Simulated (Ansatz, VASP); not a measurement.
# One calculation of Ta2H5, two programs

Contents of INCAR:

```
ALGO = Normal ; EDIFF = 1E-6
ENCUT = 520 ; GGA = PE
ISIF = 2 ; ISMEAR = 0
LASPH = T ; LCHARG = F
LREAL = F ; LWAVE = F
NBANDS = 22 ; NELM = 60
PREC = Accurate ; SIGMA = 0.1
```

The input KPOINTS:

```
k-points
0
Gamma
  6 6 6
```

The input POSCAR:

```
Ta2H5
1.0
   -2.3973568100      2.3973568100      3.1462077700
    2.3973568100     -2.3973568100      3.1462077700
    2.3973568100      2.3973568100     -3.1462077700
Ta H
2 5
Direct
    0.9980131800      0.4980131800      0.5000000000
    0.5019868200      0.0019868200      0.5000000000
    0.1809897600      0.1809897600      0.3619795200
    0.8190102400      0.8190102400      0.6380204800
    0.8190102400      0.1809897600      0.0000000000
    0.1809897600      0.8190102400      0.0000000000
    0.0000000000      0.0000000000      0.0000000000
```

Input for Ansatz:

```yaml
crystal:
  lattice:
    - [-2.39735681, 2.39735681, 3.14620777]
    - [2.39735681, -2.39735681, 3.14620777]
    - [2.39735681, 2.39735681, -3.14620777]
  atoms:
    - { symbol: Ta, position: [0.99801318, 0.49801318, 0.5] }
    - { symbol: Ta, position: [0.50198682, 0.00198682, 0.5] }
    - { symbol: H, position: [0.18098976, 0.18098976, 0.36197952] }
    - { symbol: H, position: [0.81901024, 0.81901024, 0.63802048] }
    - { symbol: H, position: [0.81901024, 0.18098976, 0.0] }
    - { symbol: H, position: [0.18098976, 0.81901024, 0.0] }
    - { symbol: H, position: [0.0, 0.0, 0.0] }
basis:
  ecutwfc: 420
kpoints:
  mp_grid: { grid: [6, 6, 6] }
hamiltonian:
  xc: pbe
scf:
  occupations: { method: gaussian, width: 0.1 }
  lower_state_search: "off"
output:
  forces: true
  stress: true
  eigenvalues: true
```

Alike in both runs: task single point; functional PBE; k mesh 6 × 6 × 6; occupations gaussian, width 0.1 eV; no spin polarisation.

|  | VASP | Ansatz |
| --- | --- | --- |
| version | VASP 6.6.1 | Ansatz 0.2.0 |
| potentials or method | VASP PAW PBE potentials, release 64 (Ta_pv, H) | scalar-relativistic, plane waves, PAW |
| plane-wave cutoff (eV) | 520 | 420 |
| valence electrons in the cell | 27 | 31 |

|  | VASP | Ansatz | Ansatz less VASP |
| --- | --- | --- | --- |
| gap on the k mesh at the Fermi level (eV) | none | none | - |
| pressure (GPa) | 0.9 | 0.9 | -0.01 |
| largest component of the traceless stress (GPa) | 18.64 | 18.46 | -0.180 |
| rms of the force components (eV/Å) | 0.049 | 0.050 | +0.0001 |

Atom by atom the forces differ by 0.001 eV/Å (rms over components). A gap of «none» marks a metal or a gap that the smearing closes. The two sets of potentials don't hold the same shells in valence.

The runs have no spin-orbit coupling, so splittings on Ta are missing.
